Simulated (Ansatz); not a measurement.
# FCI/STO-3G run of CHF3 (SMILES FC(F)F)

What is the energy change on altering one bond length of CHF3 at FCI/STO-3G? 

The results are computed with Ansatz 0.2.0.

40 further runs of the same task are left out: 6 that didn't finish, 34 set aside as unsound or not needed.

### Step 1. The structure to begin with

CHF3: 5 atoms, total charge 0, spin state singlet. As SMILES, `FC(F)F`. Geometry: relaxed at PBE0-D4/def2-TZVP.

Bond lengths: F1–C2 1.331 Å, C2–F3 1.331 Å, C2–F4 1.331 Å, C2–H5 1.093 Å. Angles: F1–C2–F3 108.5°, F1–C2–F4 108.5°, F3–C2–F4 108.5°, F1–C2–H5 110.4°, F3–C2–H5 110.4°, F4–C2–H5 110.4°.

### Step 2. The energy at FCI/STO-3G

The input, run.yaml:

```yaml
crystal:
  periodic: [false, false, false]
  atoms:
    - {symbol: F, position_ang: [-0.668650, -0.329700, 1.079190]}
    - {symbol: C, position_ang: [0.019500, 0.056360, 0.006820]}
    - {symbol: F, position_ang: [1.047350, -0.773770, -0.157470]}
    - {symbol: F, position_ang: [-0.772570, -0.035090, -1.059420]}
    - {symbol: H, position_ang: [0.374370, 1.082210, 0.130870]}
basis:
  gaussian: {orbitals: STO-3G}
accuracy: high
correlation: {method: fci, frozen_orbitals: {C: 1, F: 1, H: 0}}
```

Launch:

```bash
$ ansatz run run.yaml --threads 1 --pin off --max-ram 3480MiB --events-out events.jsonl --progress --plain --runs-dir runs
```

Output:

```text
Warning: RAYON_NUM_THREADS=1 ignored (pool sized by the plan → 1); use --threads N
Functional definition: HF
  name "HF"
  exchange = exact_x
  correlation = 0
392 factors; integrals over basis functions are off by at most 4.6e-8 eV
mean field evaluation 1: about -9031.9461 eV, gradient 3.7e1 eV
mean field evaluation 2: about -9032.1215 eV, gradient 3.7e1 eV
mean field evaluation 4: about -9036.7056 eV, gradient 2.0e0 eV
mean field evaluation 8: about -9036.7240 eV, gradient 1.9e-4 eV
mean field -9036.72402406 eV, -332.0934825727 hartree, gradient 1.4e-8 eV, S^2 0.000000; 0 other end points of the search recorded, 0 dependent functions left out
4 core orbitals not correlated: weight in the atoms' cores, before any rotation towards them, 1.000 or more for the frozen orbitals, at most 0.000 for the correlated occupied ones
reference -9036.72402406 eV, -332.0934825727 hartree; 13, 13 occupied and 4, 4 virtual orbitals, 392 factors
state -9040.10467634 eV, -332.2177192525 hartree
Total energy: -9040.10467634 eV, -332.2177192525 hartree
```

Wall time 8.4 s (1 thread of Arm Neoverse V2, shared host); peak memory 0.31 GiB.

### Step 3. The distorted shape, same level

The input, run.yaml:

```yaml
basis:
  gaussian:
    orbitals: STO-3G
crystal:
  periodic: [false, false, false]
  atoms:
    - {symbol: F, position_ang: [-0.840675, -0.426208, 1.347263]}
    - {symbol: C, position_ang: [0.019500, 0.056360, 0.006820]}
    - {symbol: F, position_ang: [1.047350, -0.773770, -0.157470]}
    - {symbol: F, position_ang: [-0.772570, -0.035090, -1.059420]}
    - {symbol: H, position_ang: [0.374370, 1.082210, 0.130870]}
correlation:
  method: fci
  frozen_orbitals: {C: 1, F: 1, H: 0}
accuracy: high
```

Launch:

```bash
$ ansatz run run.yaml --threads 1 --pin off --max-ram 3480MiB --events-out events.jsonl --progress --plain --runs-dir runs
```

Output:

```text
Warning: RAYON_NUM_THREADS=1 ignored (pool sized by the plan → 1); use --threads N
[... 4 set-up lines as earlier in the session ...]
394 factors; integrals over basis functions are off by at most 3.5e-8 eV
mean field evaluation 1: about -9028.4422 eV, gradient 4.0e1 eV
mean field evaluation 2: about -9028.5871 eV, gradient 4.0e1 eV
mean field evaluation 4: about -9035.2724 eV, gradient 2.3e0 eV
mean field evaluation 8: about -9035.2968 eV, gradient 7.5e-2 eV
mean field -9035.29685420 eV, -332.0410350477 hartree, gradient 2.4e-8 eV, S^2 0.000000; 0 other end points of the search recorded, 0 dependent functions left out; unrestricted orbitals would lower it
mean field evaluation 16: about -9035.1833 eV, gradient 2.2e0 eV
4 core orbitals not correlated: weight in the atoms' cores, before any rotation towards them, 1.000 or more for the frozen orbitals, at most 0.000 for the correlated occupied ones
reference -9035.29685420 eV, -332.0410350477 hartree; 13, 13 occupied and 4, 4 virtual orbitals, 394 factors
state -9039.50044204 eV, -332.1955140514 hartree
Total energy: -9039.50044204 eV, -332.1955140514 hartree
```

It took 20 s on 1 thread of Arm Neoverse V2, shared host; peak memory 0.48 GiB.

### Step 4. Outcome

At FCI/STO-3G, 4 core orbitals frozen:

| quantity | value |
| --- | --- |
| first shape: total energy | -332.21772 Eh |
| first shape: correlation energy (4 core orbitals frozen) | -124.2 mEh |
| distorted shape: total energy | -332.19551 Eh |
| distorted shape: correlation energy (4 core orbitals frozen) | -154.5 mEh |
| energy change with the F1–C2 bond stretched from 1.331 to 1.664 Å | 0.604 eV |

With the F1–C2 bond stretched from 1.331 to 1.664 Å the energy rises by 0.60 eV (58.3 kJ/mol). The first shape isn't relaxed at this level, so the change isn't measured from a minimum. The minimal basis adds a large error of its own. The restricted solution (distorted shape) is unstable to spin breaking: an unrestricted one lies lower.
